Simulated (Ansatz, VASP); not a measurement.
**BAs in two plane-wave programs**

One calculation is typed for both programs; each brings its own data sets. How far apart do they land? The cell is taken from a series of runs on this material, whose earlier steps may have relaxed, scaled, displaced or heated it; both programs get it as it stands.

Method: plane waves, with VASP 6.6.1 beside it; relaxation of cell and atoms at BLYP with D3(BJ), in Ansatz 0.2.0.

### 1. The starting structure

Symmetry: F-43m, No. 216, cubic system. Conventional cell: a = 4.777 Å, b = 4.777 Å, c = 4.777 Å, α = 90.00°, β = 90.00°, γ = 90.00°. B has 4 As at 2.07 Å nearest. Nearest to As lie 4 B at 2.07 Å. Farther neighbours are not listed.

### 2. Ansatz: relaxation of cell and atoms, BLYP with D3(BJ)

Ansatz runs on its default PAW (the set named soft_2) files.

The relaxed volume is the usual yardstick between codes: in a stiff, nearly cubic crystal its relative difference is about their pressure difference at one cell divided by the bulk modulus.

input.yaml reads:

```yaml
crystal:
  lattice:
    - [0.0, 2.3885, 2.3885]
    - [2.3885, 0.0, 2.3885]
    - [2.3885, 2.3885, 0.0]
  atoms:
    - { symbol: B, position: [0.0, 0.0, 0.0] }
    - { symbol: As, position: [0.25, 0.25, 0.25] }
kpoints:
  mp_grid: { grid: [8, 8, 8] }
hamiltonian:
  xc: blyp
  dispersion: d3bj
scf:
  occupations: { method: gaussian, width: 0.02 }
output:
  forces: true
  stress: true
  eigenvalues: true
relax:
  adjacent_minimum: "off"
  f_tol: 0.005
  max_steps: 60
  cell: { stress_tol: 0.03 }
```

The run is started by

```bash
> ansatz run input.yaml --threads 4 --pin off --max-ram 8192MiB --backend cpu --events-out ev --progress --plain --runs-dir out
```

Numbers of over 12 decimals in the logs are rounded to 6 here.

Log:

```text
Engine: ansatz 0.2.0, aarch64-unknown-linux-gnu
Pseudopotentials: kind: paw
Pseudopotential: B, paw, valence charge 3, recommended cutoff 420 eV (normal), B.paw.azcp
Pseudopotential: As, paw, valence charge 15, recommended cutoff 420 eV (normal), As.paw.azcp
Functional definition: BLYP
  parameter beta = 0.0042
  parameter a = 0.04918
  parameter b = 0.132
  parameter c = 0.2533
  parameter d = 0.349
  exchange = b88_x(beta = beta)
  correlation = lyp_c(a = a, b = b, c = c, d = d)
Crystal: 2 atoms, lattice volume = 27.252 Å³
Basis set: ecut = 420 eV, 531 PW (Γ), exchange–correlation on 48×48×48 points (8 copies of the dense FFT grid, shifted against one another)
Bands: 13, of which v1, the nominal top of the filled ones, is band 9 counted from 1 (8 counted from 0)
Symmetry: 24 space group operations
Space group: F-43m (ITA 216), of the structure as read, at distance tolerance 3.0e-5 Å
k-points: 29 of 512 (time reversal used)
Non-local potential: B, projectors of the file, l = 0: 2, l = 1: 2, l = 2: 1
Non-local potential: As, projectors of the file, l = 0: 2, l = 1: 2, l = 2: 3, l = 3: 1
PAW form: soft (Blöchl's): semilocal exchange-correlation on the pseudo side does not see the compensation charge
PAW frozen core: B, regenerated for the run's functional, and the local potential with it (the file was generated under x = pbe(κ = 0.804, μ = 0.219515), c = pbe(β = 0.066725))
PAW frozen core: As, regenerated for the run's functional, and the local potential with it (the file was generated under x = pbe(κ = 0.804, μ = 0.219515), c = pbe(β = 0.066725))
PAW one-centre angular grid: B, 110 points (default); XC on 64 Gauss nodes
PAW one-centre angular grid: As, 590 points (default); XC on 64 Gauss nodes
Initial density: superposition of atomic densities (neutral atoms: chi_scale 0, normalization atom), corrected by the library's trained network
Initial wavefunctions: pseudopotential atomic-orbital guess
Functional: x = b88, c = lyp
SCF iter   1: F=—  HF=-5024.443906 eV  |F-HF|=—  |Δ(HF+E_count)|=         —  Δρ=8.41e-3  dr2=2.15e-2  ethr=1.77e-3  ⟨swp⟩=6.0  Hψ=2110  notcnv=0
preconditioner: auto → none  [insulator: Δε(μ)=1.493 eV  Ē_g=12.461 eV  σ=0.020 eV  W_gap=1.00  n_scr=8 (ndim 8)  ℏωp=20.1 eV  f_vac=0.001  D(μ)=0.00/eV (n_scr^D=0)  ε∞_Penn≈3.6]
SCF iter   2: F=—  HF=-5024.435427 eV  |F-HF|=—  |Δ(HF+E_count)|=   8.48e-3  Δρ=3.07e-3  dr2=2.37e-3  ethr=1.20e-4  ⟨swp⟩=2.0  Hψ=725  notcnv=0
SCF iter   3: F=—  HF=-5024.434436 eV  |F-HF|=—  |Δ(HF+E_count)|=   9.91e-4  Δρ=4.08e-4  dr2=4.56e-5  ethr=1.32e-5  ⟨swp⟩=2.0  Hψ=609  notcnv=0
SCF iter   4: F=—  HF=-5024.434422 eV  |F-HF|=—  |Δ(HF+E_count)|=   1.36e-5  Δρ=1.08e-4  dr2=1.80e-6  ethr=2.53e-7  ⟨swp⟩=2.0  Hψ=477  notcnv=0
SCF iter   5: F=—  HF=-5024.434423 eV  |F-HF|=—  |Δ(HF+E_count)|=   6.25e-7  Δρ=4.10e-5  dr2=2.63e-7  ethr=1.00e-8  ⟨swp⟩=2.0  Hψ=643  notcnv=0
SCF iter   6: F=-5024.434423 eV  HF=-5024.434423 eV  |F-HF|=2.50e-9  |Δ(HF+E_count)|=   5.51e-8  Δρ=3.88e-6  dr2=2.24e-9  ethr=5.56e-10  ⟨swp⟩=5.0  Hψ=1690  notcnv=0
SCF 1 converged in 6 iterations: F = -5024.434423 eV  dr2 = 2.24e-9
  greatest PAW one-centre occupation: 0.999 electrons in one spin orbital (limit 2), on the As atom at site 1 (counted from 0), in its partial waves of l = 2
relax step   1: F+E_penalty+E_count = -5024.43442267 eV  Δ(F+E_penalty+E_count) = +0.000e0 eV  max|allowed force component| = 2.777e-16 eV/Å  Δτ_max = 0.0000 Å  P = -0.746 GPa  Ω = 27.252 Å³  (6 SCF iters, dr2 threshold 1.00e-7 eV, accepted)
[...]
relax step   2: F+E_penalty+E_count = -5024.43482464 eV  Δ(F+E_penalty+E_count) = -4.020e-4 eV  max|allowed force component| = 1.243e-16 eV/Å  Δτ_max = 0.0000 Å  P = -0.226 GPa  Ω = 27.146 Å³  energy of the carried Pulay correction = +7.931e-5 eV  (4 SCF iters, dr2 threshold 2.00e-7 eV, accepted)
[...]
relax step   3: F+E_penalty+E_count = -5024.43488940 eV  Δ(F+E_penalty+E_count) = -6.475e-5 eV  max|allowed force component| = 5.204e-17 eV/Å  Δτ_max = 0.0000 Å  P = +0.004 GPa  Ω = 27.100 Å³  energy of the carried Pulay correction = +1.137e-4 eV  (4 SCF iters, dr2 threshold 1.28e-7 eV, accepted)
[...]
relax step   4: F+E_penalty+E_count = -5024.43475832 eV  Δ(F+E_penalty+E_count) = +1.311e-4 eV  max|allowed force component| = 6.187e-17 eV/Å  Δτ_max = 0.0000 Å  P = -0.000 GPa  Ω = 27.100 Å³  stress off target by 5.00e-4 GPa  SCF on the basis re-selected at this cell (its energy is not comparable with the rows above)  (5 SCF iters)
basis re-selected at this cell: Δ(F+E_penalty+E_count) = +1.311e-4 eV, ΔP = -0.005 GPa vs the last step (what re-selecting the basis moved, of the pressure what is left beyond the Pulay correction that the steps carried, after the strain that the cell walked since its last selection, with what the two solves' SCF thresholds leave and, on support functions, any second-order correction that the steps lacked; it is no m [...]
SCF converged after 5 iterations
Free energy (F): -5024.434758 eV
Harris-Foulkes:  -5024.434758 eV  (|F-HF|=0.00e0)
Internal energy: -5024.434758 eV  (E = F + TS)
E sigma→0 (E₀):  -5024.434758 eV
Fermi energy:    12.290531 eV
--- Per-component energies (eV) ---
  E_band       = -201.665187
  E_kinetic    = 153.964306
  E_local      = -1691.497033  (includes V_loc(G=0)·N_el)
  E_nonlocal   = -659.607867
  E_hartree    = 941.597209
  E_xc         = -109.521558
  E_vxc        = -114.783608  (∫ρ·V_xc dr)
  E_paw        = -1929.105094  (= ΣΔE_a)
  E_vpaw       = 227.064607  (= ΣTr[D̂ρ^β])
  E_aug_tail   = 0.000008  (compensation charges beyond the density's cutoff)
  E_ewald      = -1729.004381
  E_disp       = -1.456732  (pairwise vdW)
  E_core_change = 0.196384  (= ΣΔE_core)
  E_smearing   = -0.000000  (= −TS)
  E_closure    = 0.000000  (closes the sum)
  Σ components = -5024.434758   (vs F -5024.434758, Δ=0.00e0)
--- Forces (eV/Å), atoms counted from 1 ---
  atom   1  B      0.00000000    -0.00000000    -0.00000000
  atom   2  As    -0.00000000    -0.00000000    -0.00000000
  max |Σ_I F_I| component: 1.54e-16 eV/Å
--- Stress (GPa, compression-positive) ---
       -0.000500       0.000000       0.000000
       -0.000000      -0.000500       0.000000
        0.000000       0.000000      -0.000500
  P = ⅓ Tr σ = -0.0005 GPa (-0.005 kbar)
--- Band table (eV; the first three rows and the last of 29) ---
  k-point 0: bands = [... 5 lower, -3.7821, 11.5842, 11.5842, 11.5842, 14.9608, 14.9608, 14.9608, 16.2789]
  k-point 1: bands = [... 5 lower, -3.5277, 9.6547, 11.1565, 11.1565, 15.0700, 15.5274, 15.5274, 17.5668]
  k-point 2: bands = [... 5 lower, -2.7885, 6.7126, 10.4537, 10.4537, 14.7508, 16.3376, 16.3376, 19.5568]
  k-point 28: bands = [... 5 lower, 0.4765, 3.6045, 6.2141, 6.5092, 17.0343, 17.5852, 18.6521, 18.7356]
--- Relaxed structure (3 steps of the walk, 3 accepted, 1 SCFs on fresh bases) ---
  F+E_penalty+E_count = -5024.43475832 eV   max|allowed force component| = 6.187e-17 eV/Å   (the final SCF, on the basis selected at the relaxed cell)
  cell:  # Å, volume = 27.1000 Å³
    - [0, 2.384039, 2.384039]
    - [2.384039, 0, 2.384039]
    - [2.384039, 2.384039, 0]
  atoms:
    - { symbol: B, position: [0, 0, 0] }
    - { symbol: As, position: [0.25, 0.25, 0.25] }
```

The column dr2 measures how far the density is from self-consistency, as an energy; F and HF (Harris–Foulkes) agree once it is small.

### 3. VASP: relaxation of cell and atoms, BLYP with D3(BJ)

The same cell, functional (in two slightly different forms), mesh and smearing now go to VASP, with its own data sets.

Lines of VASP's logs that name or quote its potential files are left out, and so is its time.

INCAR reads:

```
SYSTEM = BAs
PREC = Accurate
ENCUT = 500
EDIFF = 1E-07
NELM = 120
ISMEAR = 0
SIGMA = 0.02
LREAL = .FALSE.
ALGO = Normal
GGA = B5
ALDAX = 1
AGGAX = 1
AGGAC = 1
ALDAC = 0
IVDW = 12
VDW_S6 = 1
VDW_S8 = 2.6996
VDW_A1 = 0.4298
VDW_A2 = 4.2359
NBANDS = 10
LORBIT = 11
LWAVE = .FALSE.
LCHARG = .FALSE.
ISIF = 3
IBRION = 2
NSW = 80
EDIFFG = -0.005
LASPH = .TRUE.
GGA_COMPAT = .FALSE.
NELMIN = 4
EFERMI = MIDGAP
```

POSCAR reads:

```
BAs
1.0
    0.0000000000      2.3885000000      2.3885000000
    2.3885000000      0.0000000000      2.3885000000
    2.3885000000      2.3885000000      0.0000000000
B As
1 1
Direct
    0.0000000000      0.0000000000      0.0000000000
    0.2500000000      0.2500000000      0.2500000000
```

KPOINTS reads:

```
Automatic mesh
0
Gamma
8 8 8
0 0 0
```

The projector-augmented-wave data sets are B and As (PBE family, release 64).

The run is started by

```bash
> mpirun -np 1 vasp_std
```

Log:

```text
[banner, memory and clock lines left out]
running    1 mpi-ranks, on    1 nodes
 distrk:  each k-point on    1 cores,    1 groups
 distr:  one band on    1 cores,    1 groups

 POSCAR found type information on POSCAR B As
 POSCAR found :  2 types and       2 ions
|                                                                             |
|               ----> ADVICE to this user running VASP <----                  |
|                                                                             |
|     You enforced a specific xc type in the INCAR file but a different       |
|     [... a line on the potential file left out ...]
|     I HOPE YOU KNOW WHAT YOU ARE DOING!                                     |
|                                                                             |

 LDA part: xc-table for (Slater(with rela. corr.)+VWN5), standard interpolation
 POSCAR, INCAR and KPOINTS ok, starting setup
 FFT: planning ... GRIDC
 FFT: planning ... GRID_SOFT
 FFT: planning ... GRID
 WAVECAR not read
 entering main loop
       N       E                     dE             d eps       ncg     rms          rms(c)
DAV:   1     0.136012559010E+02    0.13601E+02   -0.35878E+03   580   0.675E+02
DAV:   2    -0.101145813525E+02   -0.23716E+02   -0.22585E+02   828   0.109E+02
DAV:   3    -0.107646539546E+02   -0.65007E+00   -0.64884E+00   682   0.175E+01
DAV:   4    -0.107663648094E+02   -0.17109E-02   -0.17108E-02   708   0.102E+00
DAV:   5    -0.107663676330E+02   -0.28236E-05   -0.28235E-05   674   0.419E-02    0.502E+00
DAV:   6    -0.100996755749E+02    0.66669E+00   -0.19986E+00   620   0.628E+00    0.238E+00
DAV:   7    -0.100295279022E+02    0.70148E-01   -0.21025E-01   702   0.254E+00    0.101E+00
DAV:   8    -0.100206839940E+02    0.88439E-02   -0.34450E-02   664   0.111E+00    0.124E-01
DAV:   9    -0.100209670216E+02   -0.28303E-03   -0.78802E-04   676   0.193E-01    0.807E-02
DAV:  10    -0.100210911666E+02   -0.12415E-03   -0.21336E-04   634   0.109E-01    0.183E-02
DAV:  11    -0.100210940901E+02   -0.29234E-05   -0.34662E-06   704   0.160E-02    0.152E-02
DAV:  12    -0.100210936629E+02    0.42721E-06   -0.19717E-06   644   0.742E-03    0.303E-03
DAV:  13    -0.100210937094E+02   -0.46592E-07   -0.54817E-08   444   0.188E-03
   1 F= -.11469525E+02 E0= -.11469525E+02  d E =-.114695E+02
 curvature:   0.00 expect dE= 0.000E+00 dE for cont linesearch  0.000E+00
 trial: gam= 0.00000 g(F)=  0.167E-47 g(S)=  0.508E-04 ort = 0.000E+00 (trialstep = 0.100E+01)
 search vector abs. value=  0.508E-04
 bond charge predicted
       N       E                     dE             d eps       ncg     rms          rms(c)
DAV:   1    -0.100239165381E+02   -0.28229E-02   -0.10305E-03   634   0.205E-01    0.311E-02
DAV:   2    -0.100238908204E+02    0.25718E-04   -0.43660E-05   626   0.360E-02    0.156E-02
DAV:   3    -0.100238819809E+02    0.88395E-05   -0.15963E-05   626   0.195E-02    0.518E-03
DAV:   4    -0.100238811534E+02    0.82749E-06   -0.91406E-07   678   0.567E-03    0.320E-03
DAV:   5    -0.100238810511E+02    0.10233E-06   -0.69989E-08   344   0.168E-03    0.144E-03
DAV:   6    -0.100238810520E+02   -0.91524E-09   -0.77014E-09   330   0.613E-04
   2 F= -.11469533E+02 E0= -.11469533E+02  d E =-.807116E-05
 trial-energy change:   -0.000008  1 .order   -0.000009   -0.000051    0.000033
 step:   0.5922(harm=  0.6047)  dis= 0.00000  next Energy=   -11.469540 (dE=-0.149E-04)
 bond charge predicted
       N       E                     dE             d eps       ncg     rms          rms(c)
DAV:   1    -0.100227607563E+02    0.11203E-02   -0.17101E-04   634   0.837E-02    0.128E-02
DAV:   2    -0.100227566510E+02    0.41053E-05   -0.72356E-06   622   0.147E-02    0.640E-03
DAV:   3    -0.100227555335E+02    0.11175E-05   -0.26577E-06   624   0.794E-03    0.210E-03
DAV:   4    -0.100227555342E+02   -0.63051E-09   -0.14806E-07   418   0.230E-03
   3 F= -.11469540E+02 E0= -.11469540E+02  d E =-.149698E-04
 curvature:  -0.30 expect dE=-0.794E-09 dE for cont linesearch -0.794E-09
 trial: gam=-0.00714 g(F)=  0.335E-47 g(S)=  0.263E-08 ort = 0.366E-06 (trialstep = 0.918E+00)
 search vector abs. value=  0.100E-09
 reached required accuracy - stopping structural energy minimisation
```

Parts of OUTCAR (step 3):

```text
ion  position               nearest neighbor table
   1  0.000  0.000  0.000-   2 2.07   2 2.07   2 2.07   2 2.07
   2  0.250  0.250  0.250-   1 2.07   1 2.07   1 2.07   1 2.07

  LATTYP: Found a face centered cubic cell.
 ALAT       =     4.7770000000

 Subroutine GETGRP returns: Found 24 space group operations
 (whereof 24 operations were pure point group operations)

The static configuration has the point symmetry T_d .

 Found     29 irreducible k-points:

   k-points           NKPTS =     29   k-points in BZ     NKDIM =     29   number of bands    NBANDS=     10

   dimension x,y,z NGX =    28 NGY =   28 NGZ =   28
   dimension x,y,z NGXF=    56 NGYF=   56 NGZF=   56

   ENCUT  =  500.0 eV  36.75 Ry    6.06 a.u.   6.16  6.16  6.16*2*pi/ulx,y,z

   NELECT =       8.0000    total number of electrons

 k-points in reciprocal lattice and weights: Automatic mesh
   0.00000000  0.00000000  0.00000000       0.002
   0.12500000  0.00000000  0.00000000       0.016
   0.25000000  0.00000000  0.00000000       0.016
   0.37500000  0.00000000  0.00000000       0.016
   0.50000000  0.00000000  0.00000000       0.008
   0.12500000  0.12500000  0.00000000       0.012
   0.25000000  0.12500000  0.00000000       0.047
   0.37500000  0.12500000  0.00000000       0.047
   0.50000000  0.12500000  0.00000000       0.047
[...]
-0.37500000  0.50000000  0.12500000       0.023
  -0.25000000  0.50000000  0.25000000       0.012

 Edisp (eV)   -1.44565

 average (electrostatic) potential at core
       1 -26.7893       2 -48.6054

 E-fermi :   7.2065

 k-point     1 :       0.0000    0.0000    0.0000
  band No.  band energies     occupation
      1      -8.7920      2.00000
      2       6.4998      2.00000
      3       6.4998      2.00000
      4       6.4998      2.00000
      5       9.8694      0.00000
      6       9.8694      0.00000
      7       9.8694      0.00000
      8      11.1633      0.00000
      9      16.4564      0.00000
    ...

 k-point     2 :       0.1250    0.0000    0.0000
  band No.  band energies     occupation
      1      -8.5389      2.00000
      2       4.5785      2.00000
      3       6.0745      2.00000
      4       6.0745      2.00000
      5       9.9732      0.00000
      6      10.4320      0.00000
      7      10.4320      0.00000
      8      12.4465      0.00000
      9      17.3660      0.00000
    ...

 k-point     3 :       0.2500    0.0000    0.0000
  band No.  band energies     occupation
      1      -7.8037      2.00000
      2       1.6474      2.00000
      3       5.3750      2.00000
      4       5.3750      2.00000
      5       9.6515      0.00000
      6      11.2366      0.00000
      7      11.2366      0.00000
      8      14.4287      0.00000
      9      18.0004      0.00000
    ...

 Edisp (eV)   -1.44678

  Total       0.00019     0.00019     0.00019     0.00000     0.00000     0.00000
  in kB       0.01120     0.01120     0.01120     0.00000     0.00000     0.00000
  external pressure =        0.01 kB  Pullay stress =        0.00 kB

  energy-cutoff  :      500.00
  volume of cell :       27.28
      direct lattice vectors                 reciprocal lattice vectors
     0.000000000  2.389403970  2.389403970    -0.209257207  0.209257207  0.209257207
     2.389403970  0.000000000  2.389403970     0.209257207 -0.209257207  0.209257207
     2.389403970  2.389403970 -0.000000000     0.209257207  0.209257207 -0.209257207

 POSITION                                       TOTAL-FORCE (eV/Angst)
 -----------------------------------------------------------------------------------
      0.00000      0.00000      0.00000        -0.000000     -0.000000     -0.000000
      1.19470      1.19470      1.19470         0.000000      0.000000      0.000000
 -----------------------------------------------------------------------------------
    total drift:                               -0.000000     -0.000000     -0.000000

  FREE ENERGIE OF THE ION-ELECTRON SYSTEM (eV)
  ---------------------------------------------------
  free  energy   TOTEN  =       -11.4695396535 eV

  energy  without entropy=      -11.4695396535  energy(sigma->0) =      -11.46953965

 reached required accuracy - stopping structural energy minimisation

 total charge
# of ion       s       p       d       tot
------------------------------------------
    1        0.660   1.195   0.000   1.855
    2        1.183   1.681   0.087   2.952
--------------------------------------------------
tot          1.843   2.876   0.087   4.806

[... 3 further parts left out ...]
```

CONTCAR:

```
BAs
   1.00000000000000
     0.0000000000000000    2.3894039699437859    2.3894039699437859
     2.3894039699437859    0.0000000000000000    2.3894039699437859
     2.3894039699437859    2.3894039699437859   -0.0000000000000000
  B               As
     1     1
Direct
     0.0000000000000000    0.0000000000000000    0.0000000000000000
     0.2500000000000000    0.2500000000000000    0.2500000000000000
```

### 4. Comparison

Known differences besides the potentials themselves: the data sets hold 18 valence electrons in Ansatz (on its default PAW (the set named soft_2) files) and 8 in VASP; the cutoff is 420 eV in Ansatz and 500 eV in VASP; Ansatz makes its cores anew for this functional, VASP keeps those of its PBE data sets; VASP's log shows a relativistic correction to its local exchange, Ansatz's none; Ansatz adds a Pulay correction to the stress that steers its cell, VASP none. Total energies have different zeros and are not compared.

Compared:

| quantity | Ansatz | VASP | difference |
| --- | --- | --- | --- |
| volume (Å³) | 27.10 | 27.28 | -0.67 % |
| edge a after relaxation, in the typed setting (Å) | 3.372 | 3.379 | -0.22 % |

### 5. Results

```
difference in volume (relaxation of cell and atoms, BLYP with D3(BJ)) : -0.67 %
```

The difference in volume is -0.67 % (relaxation of cell and atoms, BLYP with D3(BJ)), within the 1.2 % picked in this series as the mark of a large difference, as far as the stopping tolerances let one tell. The data sets hold unlike numbers of valence electrons (18 in Ansatz and 8 in VASP), so part of the differences comes from the potentials. 2 further runs of this series are not shown here. Such differences can come from data sets, numerical settings and the points named under the comparisons, not from the functional's error against experiment.

[Lines on the potential files, build, host, timing and source positions are cut from VASP's logs without a mark.]

[Logs are printed without paths, hosts, clocks, repeated set-up lines and the standing remarks that a program may print on its own settings, such as how far it seeks lower states.]

[Hosts, paths, dates, database ids (printed as entryN), source tags and the programs' standing remarks are cut or masked in the printed files.]
